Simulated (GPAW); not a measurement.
**Does Ga15FeSb16 (GaSb32 Fe1) carry moments in GPAW?**

Wanted: the moments of Ga15FeSb16 (GaSb32 Fe1) and the energy gained by spin polarisation.

Calculated with GPAW 26.7.0; PBE; plane waves with GPAW's PAW setups, scalar-relativistic.

**1. Starting point**

Symmetry: P-42m, No. 111, tetragonal system. The conventional cell has a = 12.192 Å, b = 12.192 Å, c = 6.096 Å, α = 90.00°, β = 90.00°, γ = 90.00°. Fe has 4 Sb at 2.64 Å nearest. Nearest to Sb lie 3 Ga at 2.64 Å and 1 Fe at 2.64 Å. Ga has 4 Sb at 2.64 Å nearest. Nearest to Sb lie 4 Ga at 2.64 Å. Nearest to Ga lie 4 Sb at 2.64 Å. Nearest to Sb lie 4 Ga at 2.64 Å. substitutional dopants on the host's lattice, its constants typed without a cited source, atoms not relaxed. Farther neighbours are not listed.

The cell is a made-up one and need not be a known phase.

**2. Order 1, typed as ferro +**

Parallel moments need no larger cell; this start tests for a ferromagnetic state only.

order1.py

```python
import json
import numpy as np
from ase import Atoms
from ase.parallel import paropen, parprint
from gpaw import GPAW

atoms = Atoms(['Fe', 'Sb', 'Ga', 'Sb', 'Ga', 'Sb', 'Ga', 'Sb', 'Ga', 'Sb', 'Ga', 'Sb', 'Ga', 'Sb', 'Ga', 'Sb', 'Ga', 'Sb', 'Ga', 'Sb', 'Ga', 'Sb', 'Ga', 'Sb', 'Ga', 'Sb', 'Ga', 'Sb', 'Ga', 'Sb', 'Ga', 'Sb'],
    cell=[[12.192, 0.0, 0.0],
         [0.0, 12.192, 0.0],
         [0.0, 0.0, 6.096]],
    scaled_positions=[[0.0, 0.0, 0.0],
         [0.125, 0.125, 0.25],
         [0.0, 0.25, 0.5],
         [0.125, 0.375, 0.75],
         [0.25, 0.0, 0.5],
         [0.375, 0.125, 0.75],
         [0.25, 0.25, 0.0],
         [0.375, 0.375, 0.25],
         [0.0, 0.5, 0.0],
         [0.125, 0.625, 0.25],
         [0.0, 0.75, 0.5],
         [0.125, 0.875, 0.75],
         [0.25, 0.5, 0.5],
         [0.375, 0.625, 0.75],
         [0.25, 0.75, 0.0],
         [0.375, 0.875, 0.25],
         [0.5, 0.0, 0.0],
         [0.625, 0.125, 0.25],
         [0.5, 0.25, 0.5],
         [0.625, 0.375, 0.75],
         [0.75, 0.0, 0.5],
         [0.875, 0.125, 0.75],
         [0.75, 0.25, 0.0],
         [0.875, 0.375, 0.25],
         [0.5, 0.5, 0.0],
         [0.625, 0.625, 0.25],
         [0.5, 0.75, 0.5],
         [0.625, 0.875, 0.75],
         [0.75, 0.5, 0.5],
         [0.875, 0.625, 0.75],
         [0.75, 0.75, 0.0],
         [0.875, 0.875, 0.25]],
    pbc=True,
    magmoms=[4.0, 0.0, 0.0, 0.0, 0.0, 0.0, 0.0, 0.0, 0.0, 0.0, 0.0, 0.0, 0.0, 0.0, 0.0, 0.0, 0.0, 0.0, 0.0, 0.0, 0.0, 0.0, 0.0, 0.0, 0.0, 0.0, 0.0, 0.0, 0.0, 0.0, 0.0, 0.0])
atoms.calc = GPAW(mode={'name': 'pw', 'ecut': 450},
    xc='PBE',
    kpts={'size': (3, 3, 5), 'gamma': True},
    occupations={'name': 'fermi-dirac', 'width': 0.05},
    convergence={'density': 1e-05, 'energy': 1e-05},
    maxiter=200,
    mixer={'name': 'pulay', 'beta': 0.05, 'nmaxold': 6, 'weight': 50},
    symmetry={'tolerance': 1e-4},
    txt='order1.txt')
e = atoms.get_potential_energy(force_consistent=True)
res = {'free_energy': e, 'energy_sigma0': atoms.get_potential_energy(), 'fermi_energy': atoms.calc.get_fermi_level()}
res['moments'] = atoms.get_magnetic_moments().tolist()
res['total'] = atoms.get_magnetic_moment()
parprint('site moments (muB):', np.round(res['moments'], 3))
parprint(f"total moment: {res['total']:.3f} muB")
parprint(f'free energy: {e:.6f} eV')
atoms.calc.write('order1.gpw')
with paropen('results.json', 'w') as f:
    json.dump(res, f)
```

Run with:

```console
$ OMP_NUM_THREADS=1 mpirun -n 4 gpaw python order1.py > order1.log
```

Numbers of over 12 decimals in the logs are rounded to 6 here.

Output:

```text
site moments (muB): [3.027e+00 1.700e-02 1.600e-02 5.000e-03 1.600e-02 5.000e-03 8.000e-03
 4.000e-03 7.000e-03 5.000e-03 1.600e-02 1.700e-02 1.000e-03 4.000e-03
 8.000e-03 5.000e-03 7.000e-03 5.000e-03 1.000e-03 4.000e-03 1.600e-02
 1.700e-02 8.000e-03 5.000e-03 6.000e-03 4.000e-03 1.000e-03 5.000e-03
 1.000e-03 5.000e-03 8.000e-03 1.700e-02]
total moment: 4.062 muB
free energy: -125.910475 eV

--- order1.txt ---
Input parameters:
  mode=PW(ecut=450),
  convergence={'density': 1e-05, 'energy': 1e-05},
  kpts=MonkhorstPack(size=(3, 3, 5), gamma=True),
  maxiter=200,
  mixer=Pulay(name='pulay', nmaxold=6, beta=0.05, weight=50, sigma=0.015, g_ss=None),
  occupations=Occupations(name='fermi-dirac', width=0.05),
  symmetry=Symmetry(tolerance=0.0001),
  xc=XC(name='PBE')

Diagonalizing LCAO Hamiltonian
Converting LCAO to pw mode
        .-----------------------------.
       /|                             |
      / |                             |
     /  |  Sb             Sb          |
    /   |        Sb             Sb    |
   /  Ga|            Ga               |
  /    Sb         Sb  Sb         Sb   |
 *      .---Ga-------------Ga---------.
 |     / Sb  Sb         Sb  Sb       /
 | Ga /       Ga  Ga         Ga     /
 |   Ga Ga     Sb   Ga Ga     Sb   /
 |  / Sb             Sb           /
 | /      Ga             Ga      /
 |/                             /
 Fe-------------Ga-------------*

Atoms  # Å, Bohr magnetons
|    | symbol |         x |         y |        z |    initial magnetic moments |
|----|--------|-----------|-----------|----------|-----------------------------|
|  0 |     Fe |  0.000000 |  0.000000 | 0.000000 | ( 0.0000,  0.0000,  4.0000) |
|  1 |     Sb |  1.524000 |  1.524000 | 1.524000 | ( 0.0000,  0.0000,  0.0000) |
|  2 |     Ga |  0.000000 |  3.048000 | 3.048000 | ( 0.0000,  0.0000,  0.0000) |
|  3 |     Sb |  1.524000 |  4.572000 | 4.572000 | ( 0.0000,  0.0000,  0.0000) |
|  4 |     Ga |  3.048000 |  0.000000 | 3.048000 | ( 0.0000,  0.0000,  0.0000) |
|  5 |     Sb |  4.572000 |  1.524000 | 4.572000 | ( 0.0000,  0.0000,  0.0000) |
|  6 |     Ga |  3.048000 |  3.048000 | 0.000000 | ( 0.0000,  0.0000,  0.0000) |
|  7 |     Sb |  4.572000 |  4.572000 | 1.524000 | ( 0.0000,  0.0000,  0.0000) |
|  8 |     Ga |  0.000000 |  6.096000 | 0.000000 | ( 0.0000,  0.0000,  0.0000) |
|  9 |     Sb |  1.524000 |  7.620000 | 1.524000 | ( 0.0000,  0.0000,  0.0000) |
| 10 |     Ga |  0.000000 |  9.144000 | 3.048000 | ( 0.0000,  0.0000,  0.0000) |
| 11 |     Sb |  1.524000 | 10.668000 | 4.572000 | ( 0.0000,  0.0000,  0.0000) |
| 12 |     Ga |  3.048000 |  6.096000 | 3.048000 | ( 0.0000,  0.0000,  0.0000) |
| 13 |     Sb |  4.572000 |  7.620000 | 4.572000 | ( 0.0000,  0.0000,  0.0000) |
| 14 |     Ga |  3.048000 |  9.144000 | 0.000000 | ( 0.0000,  0.0000,  0.0000) |
| 15 |     Sb |  4.572000 | 10.668000 | 1.524000 | ( 0.0000,  0.0000,  0.0000) |
| 16 |     Ga |  6.096000 |  0.000000 | 0.000000 | ( 0.0000,  0.0000,  0.0000) |
| 17 |     Sb |  7.620000 |  1.524000 | 1.524000 | ( 0.0000,  0.0000,  0.0000) |
| 18 |     Ga |  6.096000 |  3.048000 | 3.048000 | ( 0.0000,  0.0000,  0.0000) |
| 19 |     Sb |  7.620000 |  4.572000 | 4.572000 | ( 0.0000,  0.0000,  0.0000) |
| 20 |     Ga |  9.144000 |  0.000000 | 3.048000 | ( 0.0000,  0.0000,  0.0000) |
| 21 |     Sb | 10.668000 |  1.524000 | 4.572000 | ( 0.0000,  0.0000,  0.0000) |
| 22 |     Ga |  9.144000 |  3.048000 | 0.000000 | ( 0.0000,  0.0000,  0.0000) |
| 23 |     Sb | 10.668000 |  4.572000 | 1.524000 | ( 0.0000,  0.0000,  0.0000) |
| 24 |     Ga |  6.096000 |  6.096000 | 0.000000 | ( 0.0000,  0.0000,  0.0000) |
| 25 |     Sb |  7.620000 |  7.620000 | 1.524000 | ( 0.0000,  0.0000,  0.0000) |
| 26 |     Ga |  6.096000 |  9.144000 | 3.048000 | ( 0.0000,  0.0000,  0.0000) |
| 27 |     Sb |  7.620000 | 10.668000 | 4.572000 | ( 0.0000,  0.0000,  0.0000) |
| 28 |     Ga |  9.144000 |  6.096000 | 3.048000 | ( 0.0000,  0.0000,  0.0000) |
| 29 |     Sb | 10.668000 |  7.620000 | 4.572000 | ( 0.0000,  0.0000,  0.0000) |
| 30 |     Ga |  9.144000 |  9.144000 | 0.000000 | ( 0.0000,  0.0000,  0.0000) |
| 31 |     Sb | 10.668000 | 10.668000 | 1.524000 | ( 0.0000,  0.0000,  0.0000) |

Unit cell  # Å
| periodic |         x |         y |        z |   lengths |    angles |
|----------|-----------|-----------|----------|-----------|-----------|
|      yes | 12.192000 |  0.000000 | 0.000000 | 12.192000 | 90.000000 |
|      yes |  0.000000 | 12.192000 | 0.000000 | 12.192000 | 90.000000 |
|      yes |  0.000000 |  0.000000 | 6.096000 |  6.096000 | 90.000000 |

Number of symmetries: 8

BZ-sampling:
  Number of BZ points: 45
  Number of IBZ points: 9

  Monkhorst-Pack size: [3, 3, 5]
  Monkhorst-Pack shift: [0, 0, 0]

K-points  # in reciprocal-cell coordinates
|   |                                coordinates |     weight |
|---|--------------------------------------------|------------|
| 0 | (  0.00000000,   0.00000000,   0.00000000) | 0.02222222 |
| 1 | (  0.00000000,   0.00000000,   0.20000000) | 0.04444444 |
| 2 | (  0.00000000,   0.00000000,   0.40000000) | 0.04444444 |
| 3 | (  0.33333333,   0.00000000,   0.00000000) | 0.08888889 |
| 4 | (  0.33333333,   0.00000000,   0.20000000) | 0.17777778 |
| 5 | (  0.33333333,   0.00000000,   0.40000000) | 0.17777778 |
| 6 | (  0.33333333,   0.33333333,   0.00000000) | 0.08888889 |
| 7 | (  0.33333333,   0.33333333,   0.20000000) | 0.17777778 |
| 8 | (  0.33333333,   0.33333333,   0.40000000) | 0.17777778 |

Plane wave coefficients: 19692
Cutoff: 450.000000 eV

Spin-components: 2 (collinear spins)
Bands:           183
Projectors:      177
Spin-degeneracy: 1
Datatype:        complex128

Parallelization:
  kpt:    4
  domain: 1
  band:   1

Density:
  Valence electrons: 293.0
  Components: 2
  Grid points: [60 60 30]
  Charge: 0.0  # |e|

Potential:
  Grid points: [60 60 30]

species:
  Fe:
    name:    Iron
    Z:       26.0
    valence: 8
    core:    18
    charge:  0.0  # [|e|]
    compensation charges:
      type: gauss
      rc: 0.33  # [Å]
      lmax: 2
    cutoffs:
      filter: 2.06  # [Å]
      core: 2.67  # [Å]
    projectors
    | kind |    occ | energy [eV] | rcut [Å] |
    |------|--------|-------------|----------|
    |   4s |  2.000 |      -5.291 |    1.164 |
    |   4p |  0.000 |      -1.326 |    1.058 |
    |   3d |  6.000 |      -7.505 |    1.058 |
    |    s |        |      21.920 |    1.164 |
    |    p |        |      25.885 |    1.058 |
    |    d |        |      19.706 |    1.058 |

    Using partial waves for Fe as LCAO basis

  Sb:
    name:    Antimony
    Z:       51.0
    valence: 15
    core:    36
    charge:  0.0  # [|e|]
    compensation charges:
      type: gauss
      rc: 0.36  # [Å]
      lmax: 2
    cutoffs:
      filter: 2.23  # [Å]
      core: 2.23  # [Å]
    projectors
    | kind |    occ | energy [eV] | rcut [Å] |
    |------|--------|-------------|----------|
    |   5s |  2.000 |     -12.815 |    1.154 |
    |   5p |  3.000 |      -4.830 |    1.233 |
    |   4d | 10.000 |     -33.514 |    1.196 |
    |    s |        |      14.396 |    1.154 |
    |    p |        |      22.381 |    1.233 |
    |    d |        |      -6.303 |    1.196 |

    Using partial waves for Sb as LCAO basis

  Ga:
    name:    Gallium
    Z:       31.0
    valence: 3
    core:    28
    charge:  0.0  # [|e|]
    compensation charges:
      type: gauss
      rc: 0.37  # [Å]
      lmax: 2
    cutoffs:
      filter: 2.06  # [Å]
      core: 4.17  # [Å]
    projectors
    | kind |    occ | energy [eV] | rcut [Å] |
    |------|--------|-------------|----------|
    |   4s |  2.000 |      -8.945 |    1.164 |
    |   4p |  1.000 |      -2.580 |    1.164 |
    |    s |        |      18.266 |    1.164 |
    |    p |        |      24.631 |    1.164 |
    |    d |        |       0.000 |    1.164 |

    Using partial waves for Ga as LCAO basis

Reference energy: -3648394.459501  # eV

eigensolver:
  PPCG
  Converge bands: occupied
  niter=2

density mixing:
  Pulay-Mixer
  Linear mixing parameters: 0.05
  Old densities: 6
  Fourier metric: weight=50, sigma=0.015

occupation numbers:
  Fermi-Dirac:
    width: 0.0500  # eV

poisson solver:
  ecut: 3600.000000  # eV

xc functional:
  name: PBE with 2 nearest neighbor stencil

convergence criteria:
- Maximum integral of absolute [dens]ity change: 1e-05 electrons / valence electron
- Maximum [total energy] change in last 3 cyles: 1e-05 eV / valence electron
- Maximum integral of absolute [eigenst]ate change: 4e-08 eV^2 / valence electron
maximum number of iterations: 200

SCF iterations
|iter     |      energy | eigst |  dens |  magmom |
|---------|-------------|-------|-------|---------|
|iter:   1|       0s | -126.539861 | +0.65 |       |  +4.0089|
|iter:   2|      60s | -126.413654 | -0.86 | -1.19 |  +3.8987|
|iter:   3|     116s | -126.031974 | -1.98 | -1.27 |  +3.9352|
|iter:   4|     171s | -130.535069 | -1.12 | -1.31 |  +4.1796|
|iter:   5|     226s | -125.820654 | -1.53 | -1.35 |  +4.0795|
|iter:   6|     280s | -125.874254 | -2.29 | -1.80 |  +4.1225|
|iter:   7|     333s | -125.902950 | -2.96 | -2.14 |  +4.1325|
|iter:   8|     386s | -125.910264 | -2.89 | -2.13 |  +4.0943|
|iter:   9|     441s | -125.878332 | -3.63 | -2.31 |  +4.1036|
|iter:  10|     495s | -125.885934 | -3.57 | -2.58 |  +4.1124|
[... 23 iterations left out ...]
|iter:  34|    1547s | -125.879073c| -7.16 | -4.94 |  +4.0665|
|iter:  35|    1573s | -125.879070c| -7.66c| -4.91 |  +4.0663|
|iter:  36|    1626s | -125.879054c| -7.11 | -4.91 |  +4.0652|
|iter:  37|    1679s | -125.879047c| -7.26 | -4.87 |  +4.0648|
|iter:  38|    1731s | -125.879017c| -6.88 | -4.94 |  +4.0627|
|iter:  39|    1774s | -125.879015c| -7.38 | -4.93 |  +4.0625|
|iter:  40|    1800s | -125.879018c| -7.76c| -4.93 |  +4.0626|
|iter:  41|    1853s | -125.879007c| -6.91 | -4.95 |  +4.0618|
|iter:  42|    1891s | -125.879010c| -7.63c| -5.00 |  +4.0620|
|iter:  43|    1917s | -125.879010c| -7.75c| -5.04c|  +4.0620|

Converged in 43 steps
Energy contributions relative to reference atoms: (reference = -3648394.459501)

Energy contributions:
  Kinetic:         224.343740
  Coulomb:        -197.669930
  Zero:              3.430364
  External:          0.000000
  Xc:             -155.951719
  Entropy:          -0.062929
  Spinorbit:         0.000000
  ----------------------------
  Free energy:    -125.910475
  Extrapolated:   -125.879010

dipole moment: (-123.256827, -123.256827, -124.051218)  # |e|*Ang

Total magnetic moment: (0.000000, 0.000000, 4.061955)

Local magnetic moments
|        x |        y |        z |
|----------|----------|----------|
| 0.000000 | 0.000000 | 3.026985 |  # Fe   0
| 0.000000 | 0.000000 | 0.016987 |  # Sb   1
| 0.000000 | 0.000000 | 0.016199 |  # Ga   2
| 0.000000 | 0.000000 | 0.005229 |  # Sb   3
| 0.000000 | 0.000000 | 0.016199 |  # Ga   4
| 0.000000 | 0.000000 | 0.005229 |  # Sb   5
| 0.000000 | 0.000000 | 0.008344 |  # Ga   6
| 0.000000 | 0.000000 | 0.004153 |  # Sb   7
| 0.000000 | 0.000000 | 0.006909 |  # Ga   8
| 0.000000 | 0.000000 | 0.005229 |  # Sb   9
| 0.000000 | 0.000000 | 0.016199 |  # Ga  10
| 0.000000 | 0.000000 | 0.016987 |  # Sb  11
| 0.000000 | 0.000000 | 0.001370 |  # Ga  12
| 0.000000 | 0.000000 | 0.004153 |  # Sb  13
| 0.000000 | 0.000000 | 0.008344 |  # Ga  14
| 0.000000 | 0.000000 | 0.005229 |  # Sb  15
[...]
| 0.000000 | 0.000000 | 0.008344 |  # Ga  22
| 0.000000 | 0.000000 | 0.005229 |  # Sb  23
| 0.000000 | 0.000000 | 0.006108 |  # Ga  24
| 0.000000 | 0.000000 | 0.004153 |  # Sb  25
| 0.000000 | 0.000000 | 0.001370 |  # Ga  26
| 0.000000 | 0.000000 | 0.005229 |  # Sb  27
| 0.000000 | 0.000000 | 0.001370 |  # Ga  28
| 0.000000 | 0.000000 | 0.005229 |  # Sb  29
| 0.000000 | 0.000000 | 0.008344 |  # Ga  30
| 0.000000 | 0.000000 | 0.016987 |  # Sb  31

Fermi level: 4.843
Eigenvalues  # (at kpt = [0.000, 0.000, 0.000])
| band index |      eig [eV] | occ [0-1] |      eig [eV] | occ [0-1] |
|------------|---------------|-----------|---------------|-----------|
|          0 |       -23.874 |     1.000 |       -23.873 |     1.000 |
|        ... |               |           |               |           |
|        138 |         3.357 |     1.000 |         3.695 |     1.000 |
|        139 |         3.414 |     1.000 |         3.695 |     1.000 |
|        140 |         3.414 |     1.000 |         3.741 |     1.000 |
|        141 |         3.718 |     1.000 |         4.546 |     0.997 |
|        142 |         3.772 |     1.000 |         4.598 |     0.993 |
|        143 |         3.783 |     1.000 |         4.598 |     0.993 |
|        144 |         4.049 |     1.000 |         4.763 |     0.830 |
|        145 |         4.049 |     1.000 |         4.785 |     0.761 |
|        146 |         5.152 |     0.002 |         5.298 |     0.000 |
|        147 |         5.165 |     0.002 |         5.679 |     0.000 |
|        148 |         5.165 |     0.002 |         5.722 |     0.000 |
|        149 |         5.259 |     0.000 |         5.722 |     0.000 |
|        150 |         5.943 |     0.000 |         5.999 |     0.000 |
|        151 |         5.954 |     0.000 |         6.021 |     0.000 |
|        152 |         5.994 |     0.000 |         6.102 |     0.000 |
|        153 |         6.208 |     0.000 |         6.223 |     0.000 |
|        ... |               |           |               |           |
|        182 |         9.634 |     0.000 |         9.653 |     0.000 |

No gap
No difference between direct/indirect transitions
```

Wall time 33 min (4 MPI ranks of Arm Neoverse V1, shared host); peak memory 3.4 GiB; 2.2 h of CPU time.

Spin moment in the augmentation sphere by element, in μB:

```csv
element,atoms,mean,spread (r.m.s.),least,largest
Fe,1,3.03,0.00,3.03,3.03
Sb,16,0.01,0.01,0.00,0.02
Ga,15,0.01,0.01,0.00,0.02
```

The atoms farthest from the mean of their element:

```csv
atom,"x, y, z (Å)",spin moment in the augmentation sphere (μB)
Sb32,"10.67, 10.67, 1.52",0.02
Sb2,"1.52, 1.52, 1.52",0.02
Sb22,"10.67, 1.52, 4.57",0.02
Sb12,"1.52, 10.67, 4.57",0.02
Ga3,"0.00, 3.05, 3.05",0.02
Ga21,"9.14, 0.00, 3.05",0.02
Ga5,"3.05, 0.00, 3.05",0.02
Ga11,"0.00, 9.14, 3.05",0.02
```

Read from the output:

```yaml
magnetization: 4.062 μB
final_state: ferromagnetic
```

After 43 cycles the largest moment stands at 3.03 μB.

(Continued in part 2 of 2.)

[Logs and program files are shortened in this print: banners, set-up blocks, solver, clock and traceback lines can be left out without a mark of their own.]

[Logs are printed without paths, hosts, clocks, repeated set-up lines and the standing remarks that a program may print on its own settings, such as how far it seeks lower states.]

[Hosts, paths, dates, database ids (printed as entryN), source tags and the programs' standing remarks are cut or masked in the printed files.]

[Where a cell is said to come from a database of computed structures, the database is the Materials Project.]
